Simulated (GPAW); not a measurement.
# Ge (Fd-3m) in GPAW: further runs, part 2 of 2

GPAW 26.7.0. The steps go on from the part before.

### Step 3. Band structure, PBE, spin-orbit coupling, no magnetisation

run.py reads:

```python
import numpy as np
from ase import Atoms
from ase.dft.bandgap import bandgap
from ase.io import write
from ase.units import GPa
from gpaw import GPAW, PW
from gpaw.spinorbit import soc_eigenstates

atoms = Atoms(['Ge', 'Ge'],
              cell=[[0.0, 2.82891, 2.82891],
                    [2.82891, 0.0, 2.82891],
                    [2.82891, 2.82891, 0.0]],
              scaled_positions=[[0.75, 0.75, 0.75],
                                [0.5, 0.5, 0.5]],
              pbc=True)

calc = GPAW(mode=PW(600),
            xc='PBE',
            kpts={'size': (6, 6, 6), 'gamma': True},
            occupations={'name': 'fermi-dirac', 'width': 0.05},
            nbands=11,
            convergence={'density': 1e-05, 'energy': 1e-05},
            maxiter=150,
            txt='gpaw.txt')
atoms.calc = calc
energy = atoms.get_potential_energy()
forces = atoms.get_forces()
stress = atoms.get_stress()
calc.write('gs.gpw')
write('result.traj', atoms)
print(f'Energy: {energy:.6f} eV')
print('Forces (eV/A):')
print(forces.round(4))
print('Stress (GPa):', (stress / GPa).round(3))
print('Fermi level:', round(calc.get_fermi_level(), 4), 'eV')
print(f'Gap: {bandgap(calc)[0]:.4f} eV, direct: {bandgap(calc, direct=True)[0]:.4f} eV')

path = atoms.cell.bandpath('GXWKGLUWLK,UX', npoints=60, eps=1e-4)
bs_calc = calc.fixed_density(kpts=path, symmetry='off', nbands=21,
                             convergence={'bands': 'CBM+6.0', 'eigenstates': 1e-6}, txt='bands.txt')
bs = bs_calc.band_structure()
bs.write('bs.json')
print(f'Gap on the path: {bandgap(bs_calc)[0]:.4f} eV')

soc = soc_eigenstates(bs_calc, theta=90, phi=45)
np.savetxt('soc_bands.dat', soc.eigenvalues(), fmt='%.4f')
mesh = soc_eigenstates('gs.gpw', theta=90, phi=45)
np.savetxt('soc_mesh.dat', mesh.eigenvalues(), fmt='%.4f')
print('Fermi level with spin-orbit coupling:', round(mesh.fermi_level, 4), 'eV')
```

Potentials or basis: GPAW PAW data sets (gpaw-data 1.2.1), pw.

Started as:

```bash
$ OMP_NUM_THREADS=1 python run.py
```

gpaw.txt:

```text
__  _  _
 | _ |_)|_||  |
 |__||  | ||/\| - 26.7.0

Input parameters:
  mode=PW(ecut=600.0),
  convergence={'density': 1e-05, 'energy': 1e-05},
  kpts=MonkhorstPack(size=(6, 6, 6), gamma=True),
  maxiter=150,
  nbands=11,
  occupations=Occupations(name='fermi-dirac', width=0.05),
  xc=XC(name='PBE')

Diagonalizing LCAO Hamiltonian
Converting LCAO to pw mode

           Ge

       Ge

Atoms  # Å, Bohr magnetons
|   | symbol |        x |        y |        z |    initial magnetic moments |
|---|--------|----------|----------|----------|-----------------------------|
| 0 |     Ge | 4.243365 | 4.243365 | 4.243365 | ( 0.0000,  0.0000,  0.0000) |
| 1 |     Ge | 2.828910 | 2.828910 | 2.828910 | ( 0.0000,  0.0000,  0.0000) |

Unit cell  # Å
| periodic |        x |        y |        z |  lengths |    angles |
|----------|----------|----------|----------|----------|-----------|
|      yes | 0.000000 | 2.828910 | 2.828910 | 4.000683 | 60.000000 |
|      yes | 2.828910 | 0.000000 | 2.828910 | 4.000683 | 60.000000 |
|      yes | 2.828910 | 2.828910 | 0.000000 | 4.000683 | 60.000000 |

Number of symmetries: 24
Symmetry operations  # r_c * U_cc + t_c -> r_c
|    | kind |            matrix            |
|----|------|------------------------------|
|  0 |  E   |  1, 0, 0,  0, 1, 0,  0, 0, 1 |
|  1 |  σ   |  1, 0, 0,  0, 0, 1,  0, 1, 0 |
|  2 |  σ   |  1, 0,-1,  0, 1,-1,  0, 0,-1 |
|  3 |  C3  |  1, 0,-1,  0, 0,-1,  0, 1,-1 |
|  4 |  C3  |  1,-1, 0,  0,-1, 1,  0,-1, 0 |
|  5 |  σ   |  1,-1, 0,  0,-1, 0,  0,-1, 1 |
|  6 |  σ   |  0, 1, 0,  1, 0, 0,  0, 0, 1 |
|  7 |  C3  |  0, 1, 0,  0, 0, 1,  1, 0, 0 |
|  8 |  C2  |  0, 1,-1,  1, 0,-1,  0, 0,-1 |
|  9 |  S4  |  0, 1,-1,  0, 0,-1,  1, 0,-1 |
| 10 |  C3  |  0, 0, 1,  1, 0, 0,  0, 1, 0 |
| 11 |  σ   |  0, 0, 1,  0, 1, 0,  1, 0, 0 |
| 12 |  S4  |  0, 0,-1,  1, 0,-1,  0, 1,-1 |
| 13 |  C3  |  0, 0,-1,  0, 1,-1,  1, 0,-1 |
| 14 |  S4  |  0,-1, 1,  1,-1, 0,  0,-1, 0 |
| 15 |  C2  |  0,-1, 1,  0,-1, 0,  1,-1, 0 |
| 16 |  C3  |  0,-1, 0,  1,-1, 0,  0,-1, 1 |
| 17 |  S4  |  0,-1, 0,  0,-1, 1,  1,-1, 0 |
| 18 |  S4  | -1, 1, 0, -1, 0, 1, -1, 0, 0 |
| 19 |  C3  | -1, 1, 0, -1, 0, 0, -1, 0, 1 |
| 20 |  C3  | -1, 0, 1, -1, 1, 0, -1, 0, 0 |
| 21 |  S4  | -1, 0, 1, -1, 0, 0, -1, 1, 0 |
| 22 |  σ   | -1, 0, 0, -1, 1, 0, -1, 0, 1 |
| 23 |  C2  | -1, 0, 0, -1, 0, 1, -1, 1, 0 |

BZ-sampling:
  Number of BZ points: 216
  Number of IBZ points: 16

  Monkhorst-Pack size: [6, 6, 6]
  Monkhorst-Pack shift: [0.08333333333333333, 0.08333333333333333, 0.08333333333333333]

K-points  # in reciprocal-cell coordinates
|     |                                coordinates |     weight |
|-----|--------------------------------------------|------------|
|   0 | (  0.00000000,   0.00000000,   0.00000000) | 0.00462963 |
|   1 | (  0.16666667,   0.16666667,   0.00000000) | 0.02777778 |
|   2 | (  0.16666667,   0.16666667,   0.16666667) | 0.03703704 |
|   3 | (  0.33333333,   0.16666667,   0.16666667) | 0.05555556 |
|   4 | (  0.33333333,   0.33333333,  -0.33333333) | 0.05555556 |
|   5 | (  0.33333333,   0.33333333,   0.00000000) | 0.02777778 |
|   6 | (  0.33333333,   0.33333333,   0.16666667) | 0.11111111 |
|   7 | (  0.33333333,   0.33333333,   0.33333333) | 0.03703704 |
|   8 | (  0.50000000,   0.33333333,  -0.33333333) | 0.11111111 |
|   9 | (  0.50000000,   0.33333333,  -0.16666667) | 0.05555556 |
| ... |                                            |            |
|  15 | (  0.50000000,   0.50000000,   0.50000000) | 0.01851852 |

Plane wave coefficients: 1527
Cutoff: 600.0 eV

Spin-components: 1 (collinear spins)
Bands:           11
Projectors:      10
Spin-degeneracy: 2
Datatype:        complex128

Parallelization:
  kpt:    1
  domain: 1
  band:   1

Density:
  Valence electrons: 8.0
  Components: 1
  Grid points: [24 24 24]
  Charge: 0.0  # |e|

Potential:
  Grid points: [24 24 24]

species:
  Ge:
    name:    Germanium
    Z:       32.0
    valence: 4
    core:    28
    charge:  0.0  # [|e|]
    compensation charges:
      type: gauss
      rc: 0.32  # [Å]
      lmax: 2
    cutoffs:
      filter: 1.77  # [Å]
      core: 3.42  # [Å]
    projectors
    | kind |    occ | energy [eV] | rcut [Å] |
    |------|--------|-------------|----------|
    |   4s |  2.000 |     -11.726 |    1.005 |
    |   4p |  2.000 |      -3.896 |    1.005 |
    |    s |        |      15.485 |    1.005 |
    |    p |        |      23.315 |    1.005 |
    |    d |        |       0.000 |    1.005 |

    Using partial waves for Ge as LCAO basis

Reference energy: -114195.275705  # eV

eigensolver:
  PPCG
  Converge bands: occupied
  niter=2

density mixing:
  MSR1-Mixer
  Pratt-step length: 0.05
  Maximum mixing coefficient: 0.75
  Old densities: 10
  SVD Regularization: 0.005
  Good broyden scale: 1.0
  Trust region scale: 1.0
  Backstep threshold: 4.0
  History deletion threshold: 6.0
  Fourier metric: weight=20.0, sigma=0.015

occupation numbers:
  Fermi-Dirac:
    width: 0.0500  # eV

poisson solver:
  ecut: 4800.0  # eV

xc functional:
  name: PBE with 2 nearest neighbor stencil

convergence criteria:
- Maximum integral of absolute [dens]ity change: 1e-05 electrons / valence electron
- Maximum [total energy] change in last 3 cyles: 1e-05 eV / valence electron
- Maximum integral of absolute [eigenst]ate change: 4e-08 eV^2 / valence electron
maximum number of iterations: 150

SCF iterations
|iter     | |      energy | eigst |  dens |
|---------|-|-------------|-------|-------|
|iter:   1| |   -8.996932 | -0.46 |       |
|iter:   2| |   -8.993901 | -2.72 | -0.90 |
|iter:   3| |   -8.961267 | -2.67 | -0.93 |
|iter:   4| |   -8.961353 | -3.57 | -1.52 |
|iter:   5| |   -8.961452 | -5.20 | -2.47 |
|iter:   6| |   -8.961460 | -6.76 | -3.15 |
|iter:   7| |   -8.961461c| -7.88c| -3.74 |
|iter:   8| |   -8.961461c| -8.43c| -5.07c|

Converged in 8 steps
Energy contributions relative to reference atoms: (reference = -114195.275705)

Energy contributions:
  Kinetic:          26.156426
  Coulomb:         -23.280539
  Zero:              0.005730
  External:          0.000000
  Xc:              -11.842338
  Entropy:          -0.001479
  Spinorbit:         0.000000
  ----------------------------
  Free energy:      -8.962200
  Extrapolated:     -8.961461

dipole moment: (3.689336, 3.689336, 3.689336)  # |e|*Ang

Fermi level: 6.052
Eigenvalues  # (at kpt = [0.000, 0.000, 0.000])
| band index |      eig [eV] | occ [0-2] |
|------------|---------------|-----------|
|          0 |        -6.771 |     2.000 |
|          1 |         5.986 |     1.578 |
|          2 |         5.986 |     1.578 |
|          3 |         5.986 |     1.578 |
|          4 |         6.077 |     0.754 |
|          5 |         8.542 |     0.000 |
|          6 |         8.542 |     0.000 |
|          7 |         8.542 |     0.000 |
|          8 |        12.437 |     0.000 |
|          9 |        15.369 |     0.000 |
|         10 |        15.372 |     0.000 |

Gap: 0.091 eV
Transition (v -> c):
  (s=0, k=0, n=3, [0.00, 0.00, 0.00]) -> (s=0, k=0, n=4, [0.00, 0.00, 0.00])
No difference between direct/indirect transitions

Forces  # eV/Ang
|        x |        y |       z |
|----------|----------|---------|
|  0.00000 | -0.00000 | 0.00000 |  # Ge   0
| -0.00000 |  0.00000 | 0.00000 |  # Ge   1

Stress tensor  # eV/Ang^3
|         x |         y |         z |
|-----------|-----------|-----------|
| -0.024424 | -0.000000 | -0.000000 |
| -0.000000 | -0.024424 | -0.000000 |
| -0.000000 | -0.000000 | -0.024424 |

# Writing to gs.gpw (mode='')
```

stdout:

```text
Energy: -8.961461 eV
Forces (eV/A):
[[ 0. -0.  0.]
 [-0.  0.  0.]]
Stress (GPa): [-3.913 -3.913 -3.913 -0.    -0.    -0.   ]
Fermi level: 6.0523 eV
Gap: 0.0911 eV, direct: 0.0911 eV
Gap on the path: 0.0911 eV
Fermi level with spin-orbit coupling: 6.086 eV
```

Run time: 21 s. Hardware: 1 thread of Arm Neoverse V1, shared host; peak memory 0.21 GiB.

Results:

```
Free energy             : -8.9622 eV
Pressure                : 3.9 GPa
Band gap along the path : none (metal or under the smearing width)
```

Levels at the corners of the path, in eV from the Fermi level:
```
point  band 5  band 6  band 7  band 8  band 9  band 10  band 11  band 12
    Γ   -0.01   -0.01    0.00    0.00    0.00     0.00     2.31     2.31
    X   -3.18   -3.18   -3.18   -3.18    0.64     0.64     0.64     0.64
    W   -4.05   -4.05   -3.97   -3.97    4.17     4.17     4.31     4.31
    K   -4.44   -4.44   -2.74   -2.74    1.05     1.05     4.00     4.00
    Γ   -0.01   -0.01    0.00    0.00    0.00     0.00     2.31     2.31
    L   -1.60   -1.60   -1.41   -1.41    0.10     0.10     3.59     3.59
    U   -4.44   -4.44   -2.74   -2.74    1.05     1.05     4.00     4.00
    W   -4.05   -4.05   -3.97   -3.97    4.17     4.17     4.31     4.31
    L   -1.60   -1.60   -1.41   -1.41    0.10     0.10     3.59     3.59
    K   -4.44   -4.44   -2.74   -2.74    1.05     1.05     4.00     4.00
    U   -4.44   -4.44   -2.74   -2.74    1.05     1.05     4.00     4.00
    X   -3.18   -3.18   -3.18   -3.18    0.64     0.64     0.64     0.64
```

Caveat: spin-orbit coupling was added after a scalar SCF, so levels and gaps hold it while energy, forces, pressure and moments don't; this program's spin-orbit splittings come out too wide for heavy elements; this crystal is a semiconductor, whose small gap the functional closes, so the metal is an error of the method.

### Step 4. Band structure, LDA

run.py: that of step 3 with these lines changed.

```diff
@@ -1,2 +1 @@
-import numpy as np
 from ase import Atoms
@@ -4,5 +3,5 @@
 from ase.io import write
-from ase.units import GPa
+from ase.units import Bohr, GPa
 from gpaw import GPAW, PW
-from gpaw.spinorbit import soc_eigenstates
+from gpaw.elf import elf_from_dft_calculation
 
@@ -17,4 +16,4 @@
 calc = GPAW(mode=PW(600),
-            xc='PBE',
-            kpts={'size': (6, 6, 6), 'gamma': True},
+            xc='LDA',
+            kpts={'size': (8, 8, 8), 'gamma': True},
             occupations={'name': 'fermi-dirac', 'width': 0.05},
@@ -37,3 +36,8 @@
 
-path = atoms.cell.bandpath('GXWKGLUWLK,UX', npoints=60, eps=1e-4)
+# fields on the real-space grid
+write('density.cube', atoms, data=calc.get_pseudo_density() * Bohr**3)
+write('potential.cube', atoms, data=calc.get_electrostatic_potential())
+write('elf.cube', atoms, data=elf_from_dft_calculation(calc).data)
+
+path = atoms.cell.bandpath('GXWKGLUWLK,UX', npoints=100, eps=1e-4)
 bs_calc = calc.fixed_density(kpts=path, symmetry='off', nbands=21,
@@ -43,7 +47 @@
 print(f'Gap on the path: {bandgap(bs_calc)[0]:.4f} eV')
-
-soc = soc_eigenstates(bs_calc, theta=90, phi=45)
-np.savetxt('soc_bands.dat', soc.eigenvalues(), fmt='%.4f')
-mesh = soc_eigenstates('gs.gpw', theta=90, phi=45)
-np.savetxt('soc_mesh.dat', mesh.eigenvalues(), fmt='%.4f')
-print('Fermi level with spin-orbit coupling:', round(mesh.fermi_level, 4), 'eV')
```

Potentials or basis: the program's PAW data sets (release 1.2.1) made for this functional, pw.

Started as:

```bash
$ OMP_NUM_THREADS=1 python run.py
```

Wall time 35 s (1 thread of Arm Neoverse V1, shared host); peak memory 0.24 GiB.

The run converged. Its results:

| Item | Value |
| --- | --- |
| Free energy | -10.3788 eV |
| Pressure | -1.0 GPa |
| Band gap along the path | none (metal or under the smearing width) |

Levels at the corners of the path, in eV from the Fermi level:
```
point  band 1  band 2  band 3  band 4  band 5  band 6  band 7  band 8
    Γ  -12.79   -0.12    0.01    0.01    0.01    2.55    2.55    2.55
    X   -8.93   -8.93   -3.06   -3.06    0.67    0.67    9.44    9.44
    W   -8.83   -8.83   -3.91   -3.91    4.28    4.28    4.67    4.67
    K   -9.40   -8.34   -4.34   -2.62    1.08    4.04    7.14    7.36
    Γ  -12.79   -0.12    0.01    0.01    0.01    2.55    2.55    2.55
    L  -10.72   -7.63   -1.39   -1.39    0.08    3.74    3.74    7.01
    U   -9.40   -8.34   -4.34   -2.62    1.08    4.04    7.14    7.36
    W   -8.83   -8.83   -3.91   -3.91    4.28    4.28    4.67    4.67
    L  -10.72   -7.63   -1.39   -1.39    0.08    3.74    3.74    7.01
    K   -9.40   -8.34   -4.34   -2.62    1.08    4.04    7.14    7.36
    U   -9.40   -8.34   -4.34   -2.62    1.08    4.04    7.14    7.36
    X   -8.93   -8.93   -3.06   -3.06    0.67    0.67    9.44    9.44
```

Caveat: this crystal is a semiconductor, whose small gap the functional closes, so the metal is an error of the method.

### Step 5. Band structure, PBEsol

run.py reads:

```python
from ase.dft.bandgap import bandgap
from ase.io import read, write
from ase.units import GPa
from gpaw import GPAW, PW, setup_paths

setup_paths.insert(0, '.')

atoms = read('Ge.xyz')

calc = GPAW(mode=PW(600),
            xc='PBEsol',
            kpts={'size': (8, 8, 8), 'gamma': True},
            occupations={'name': 'fermi-dirac', 'width': 0.05},
            nbands=11,
            convergence={'density': 1e-05, 'energy': 1e-05},
            maxiter=150,
            txt='gpaw.txt')
atoms.calc = calc
energy = atoms.get_potential_energy()
forces = atoms.get_forces()
stress = atoms.get_stress()
calc.write('gs.gpw')
write('result.traj', atoms)
print(f'Energy: {energy:.6f} eV')
print('Forces (eV/A):')
print(forces.round(4))
print('Stress (GPa):', (stress / GPa).round(3))
print('Fermi level:', round(calc.get_fermi_level(), 4), 'eV')
print(f'Gap: {bandgap(calc)[0]:.4f} eV, direct: {bandgap(calc, direct=True)[0]:.4f} eV')

path = atoms.cell.bandpath('GXWKGLUWLK,UX', npoints=100, eps=1e-4)
bs_calc = calc.fixed_density(kpts=path, symmetry='off', nbands=21,
                             convergence={'bands': 'CBM+6.0', 'eigenstates': 1e-6}, txt='bands.txt')
bs = bs_calc.band_structure()
bs.write('bs.json')
print(f'Gap on the path: {bandgap(bs_calc)[0]:.4f} eV')
```

Ge.xyz reads:

```xyz
2
Lattice="0.0000000000 2.8289100000 2.8289100000 2.8289100000 0.0000000000 2.8289100000 2.8289100000 2.8289100000 0.0000000000" Properties=species:S:1:pos:R:3 pbc="T T T"
Ge     4.2433650000      4.2433650000      4.2433650000
Ge     2.8289100000      2.8289100000      2.8289100000
```

Potentials or basis: PAW data sets generated in the run's folder for this functional, pw.

Started as:

```bash
$ gpaw-setup -f PBEsol Ge
$ OMP_NUM_THREADS=1 python run.py
```

Wall time 37 s (1 thread of Arm Neoverse V1, shared host); peak memory 0.24 GiB.

Results (log left out):

```
Free energy             : -9.8408 eV
Pressure                : 0.9 GPa
Band gap on the k mesh  : 0.04 eV, direct
Band gap along the path : 0.04 eV, direct
```

Levels at the corners of the path, in eV from the valence-band top:
```tsv
point	band 1	band 2	band 3	band 4	band 5	band 6	band 7	band 8
Γ	-12.78	0.00	0.00	0.00	0.04	2.54	2.54	2.54
X	-8.90	-8.90	-3.09	-3.09	0.65	0.65	9.51	9.51
W	-8.80	-8.80	-3.94	-3.94	4.31	4.31	4.64	4.64
K	-9.37	-8.31	-4.38	-2.65	1.07	4.04	7.19	7.37
Γ	-12.78	0.00	0.00	0.00	0.04	2.54	2.54	2.54
L	-10.70	-7.62	-1.41	-1.41	0.14	3.71	3.71	6.98
U	-9.37	-8.31	-4.38	-2.65	1.07	4.04	7.19	7.37
W	-8.80	-8.80	-3.94	-3.94	4.31	4.31	4.64	4.64
L	-10.70	-7.62	-1.41	-1.41	0.14	3.71	3.71	6.98
K	-9.37	-8.31	-4.38	-2.65	1.07	4.04	7.19	7.37
U	-9.37	-8.31	-4.38	-2.65	1.07	4.04	7.19	7.37
X	-8.90	-8.90	-3.09	-3.09	0.65	0.65	9.51	9.51
```

### Step 6. Summary

| level | potentials or basis | spin | k mesh | band points | spin axis theta (degrees) | spin axis phi (degrees) | soc after scf | gap on the mesh (eV) | pressure (GPa) |
| --- | --- | --- | --- | --- | --- | --- | --- | --- | --- |
| PBE | GPAW PAW data sets (gpaw-data 1.2.1), pw | off | 8 × 8 × 8 | 100 | - | - | - | 0.09 | 3.9 |
| PBE | GPAW PAW data sets (gpaw-data 1.2.1), pw | SOC, no magnetisation | 6 × 6 × 6 | 60 | 90 | 45 | second variation | - | 3.9 |
| LDA | the program's PAW data sets (release 1.2.1) made for this functional, pw | off | 8 × 8 × 8 | 100 | - | - | - | - | -1.0 |
| PBEsol | PAW data sets generated in the run's folder for this functional, pw | off | 8 × 8 × 8 | 100 | - | - | - | 0.04 | 0.9 |

Alike in all rows: task band structure; cell as given; cutoff (eV) 600; smearing fermi-dirac 0.05 eV.

Caveats: this crystal is a semiconductor, whose small gap the functional closes, so the metal is an error of the method (some runs); spin-orbit coupling was added after a scalar SCF, so levels and gaps hold it while energy, forces, pressure and moments don't (some runs); this program's spin-orbit splittings come out too wide for heavy elements (some runs).

Total energies depend on the potentials used, so only differences within one code and one set of settings carry meaning.

### Step 7. Against experiment

Step 2. Against the measured gap of Ge, 0.666 eV (indirect; 293 K; “Electronic and optical properties of SixGe1-x-ySny alloys lattice-matched to Ge”, 2021, arxiv:2109.02782), the calculated 0.09 eV is off by -0.58 eV. 3 values of this kind are on record (0.666 to 0.807 eV); this one was drawn at random among those near their median. Spin-orbit coupling on Ge is left out. The value is that of PBE, without temperature or zero-point motion. Semilocal functionals fall short of measured gaps as a rule.

Step 3. Measured gap of Ge: 0.666 eV (indirect; 293 K; “Electronic and optical properties of SixGe1-x-ySny alloys lattice-matched to Ge”, 2021, arxiv:2109.02782). This calculation gives 0.00 eV (-0.67 eV). 3 values of this kind are on record (0.666 to 0.807 eV); this one was drawn at random among those near their median. The value is that of PBE, without temperature or zero-point motion. Semilocal functionals fall short of measured gaps as a rule.

Step 4. Against the measured gap of Ge, 0.744 eV (indirect; 0 K; “Temperature-dependent photoluminescence in Ge: experiment and theory”, 2020, arxiv:2003.00143), the calculated 0.00 eV is off by -0.74 eV. 3 values of this kind are on record (0.666 to 0.807 eV); this one was drawn at random among those near their median. Spin-orbit coupling on Ge is left out. The value is that of LDA, without temperature or zero-point motion. Semilocal functionals fall short of measured gaps as a rule.

Step 5. A measured gap of Ge is 0.666 eV (indirect; 293 K; “Electronic and optical properties of SixGe1-x-ySny alloys lattice-matched to Ge”, 2021, arxiv:2109.02782); the calculated 0.04 eV misses it by -0.62 eV. 3 values of this kind are on record (0.666 to 0.807 eV); this one was drawn at random among those near their median. Spin-orbit coupling on Ge is left out. The value is that of PBEsol, without temperature or zero-point motion. Semilocal functionals fall short of measured gaps as a rule.
